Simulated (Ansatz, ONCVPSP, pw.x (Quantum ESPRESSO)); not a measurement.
pw.x on bcc Hf: one setting changed

Potential: optimised norm-conserving Vanderbilt (ONCV), ONCVPSP 4.0.1.1 (patched build), PBE; core [Kr] 4d10 4f14, reference 5s2 5p6 5d2 6s2; waves: 5s+6s: rc 1.85 bohr, ncon 5, nbas 9, qcut 7.6 1/bohr, 3 projectors, debl 0.8 Ha; 5p: rc 2.20 bohr, ncon 3, nbas 6, qcut 7.2 1/bohr, 2 projectors, debl 2 Ha; 5d: rc 2.15 bohr, ncon 3, nbas 6, qcut 5.2 1/bohr, 2 projectors, debl 1.5 Ha; f scattering state at 0.35 Ha: rc 2.15 bohr, ncon 3, nbas 7, qcut 5.8 1/bohr, 2 projectors, debl 3.9 Ha; local part: polynomial inside 1.70 bohr (lpopt 5, dvloc0 3 Ha); core correction: none.

The reference run (k-mesh 13³, cutoffs 60/240 Ry, Fermi–Dirac 0.01 Ry, mixing_beta 0.4, conv_thr 1e-9, no spin) gives 0.14 GPa at 22.374 Å³/atom, where all-electron LAPW gives 0.21 GPa. This run, with its own iteration cap, changes degauss to 0.005.

```
&control
  calculation='scf', prefix='x', pseudo_dir='./', outdir='./tmp', tstress=.true., disk_io='none'
/
&system
  ibrav=0, nat=1, ntyp=1, ecutwfc=60, ecutrho=240, nbnd=14,
  occupations='smearing', smearing='fd', degauss=0.005
/
&electrons
  conv_thr=1e-09, mixing_beta=0.4, electron_maxstep=60
/
ATOMIC_SPECIES
Hf 1.0 Hf.UPF
CELL_PARAMETERS angstrom
  -1.77512067 1.77512067 1.77512067
  1.77512067 -1.77512067 1.77512067
  1.77512067 1.77512067 -1.77512067
ATOMIC_POSITIONS crystal
Hf 0.0000 0.0000 0.0000
K_POINTS automatic
13 13 13 0 0 0
```

```bash
pw.x < Hf.scf.in > Hf.scf.out
```

**Question.** How does the run end?

**Answer.** It converges in 7 iterations; the free energy moves by +45.4 meV/atom and the pressure by -0.41 GPa. In a metal, with Fermi–Dirac smearing, F lies below its zero-width value by a term in the square of the width.

```
Message from routine setup:
     using ibrav=0 with symmetry is DISCOURAGED, use correct ibrav instead
     lattice parameter (alat)  =       5.8102  a.u.
     unit-cell volume          =     150.9872 (a.u.)^3
     number of electrons       =        12.00
     number of Kohn-Sham states=           14
     kinetic-energy cutoff     =      60.0000  Ry
     charge density cutoff     =     240.0000  Ry
     scf convergence threshold =      1.0E-09
     Exchange-correlation= PBE
     number of k points=    84  Fermi-Dirac smearing, width (Ry)=  0.0050
     iteration #  1     ecut=    60.00 Ry     beta= 0.40
     total energy              =     -99.26373659 Ry
     estimated scf accuracy    <       0.01571541 Ry
     iteration #  2     ecut=    60.00 Ry     beta= 0.40
     total energy              =     -99.26353877 Ry
     estimated scf accuracy    <       0.00294500 Ry
     iteration #  3     ecut=    60.00 Ry     beta= 0.40
     total energy              =     -99.26391229 Ry
     estimated scf accuracy    <       0.00011464 Ry
     iteration #  4     ecut=    60.00 Ry     beta= 0.40
     total energy              =     -99.26391926 Ry
     estimated scf accuracy    <       0.00000194 Ry
     iteration #  5     ecut=    60.00 Ry     beta= 0.40
     total energy              =     -99.26391974 Ry
     estimated scf accuracy    <       0.00000106 Ry
     iteration #  6     ecut=    60.00 Ry     beta= 0.40
     total energy              =     -99.26391996 Ry
     estimated scf accuracy    <          4.0E-09 Ry
     iteration #  7     ecut=    60.00 Ry     beta= 0.40
     the Fermi energy is    14.2169 ev
!    total energy              =     -99.26391996 Ry
     estimated scf accuracy    <          7.5E-10 Ry
     smearing contrib. (-TS)   =      -0.00225555 Ry
     The total energy is F=E-TS. E is the sum of the following terms:
     one-electron contribution =     -23.57792457 Ry
     hartree contribution      =      14.44803889 Ry
     xc contribution           =     -12.02015530 Ry
     ewald contribution        =     -78.11162342 Ry
     convergence has been achieved in   7 iterations
          total   stress  (Ry/bohr**3)                   (kbar)     P=       -2.76
     Message from routine punch:
     Nothing written, as per user request (disk_io='none')
```

The run took about 32 s on one core of a shared host (Neoverse-N1, 64 threads, 124 GiB, load 59).
